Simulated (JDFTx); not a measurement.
## Li2Se under changes of volume

One of the cells (18.045 Å³/atom); the others are scaled copies at fixed shape and fractional positions:

```xyz
3
Lattice="0.0000 3.0025 3.0025 3.0025 0.0000 3.0025 3.0025 3.0025 0.0000" Properties=species:S:1:pos:R:3 pbc="T T T"
Se    0.0000    0.0000    0.0000
Li    4.5038    4.5038    4.5038
Li    1.5012    1.5012    1.5012
```

```yaml
Program: JDFTx 1.7.0 (patched build)
Functional: PBEsol
Potentials_or_basis: PseudoDojo-SR-PBEsol-0.4.1-standard with smoothed tails
Cutoff: 1170 eV
Density_cutoff: 9361 eV
k_mesh: 8 × 8 × 8
Occupations: fermi-dirac, width 0.05 eV
Spin: no spin polarisation
```

```csv
volume (Å³/atom),energy over the lowest point (meV/atom),pressure (GPa),gap on the mesh (eV)
16.962,1.79,1.2,2.79
17.323,0.03,0.4,2.81
17.684,0.00,-0.4,2.83
18.045,1.52,-1.0,2.84
18.406,4.46,-1.6,2.86
18.767,?,?,?
19.128,14.02,-2.6,2.89
```

Q: What does the run at 18.767 Å³/atom give?

A: Energy over the lowest point 8.66 meV/atom; pressure -2.1 GPa; gap on the mesh 2.87 eV.

Worked out: A Birch-Murnaghan fit of order 3 (a polynomial in V^(-2/3)) to the other rows has its minimum at 17.51 Å³/atom with B0 = V·E''(V) = 35 GPa and B' = 4.0. It gives 8.66 meV/atom at 18.767 Å³/atom, against the run's 8.66, and -dE/dV = -2.1 GPa, against -2.1. A straight line through the other rows of the gap, of slope 0.821 eV per unit of ln V, gives 2.87 eV, against the run's 2.87.

Energies are extrapolated to zero smearing.

A mesh can miss the band edges. Spin-orbit coupling on Se is left out.
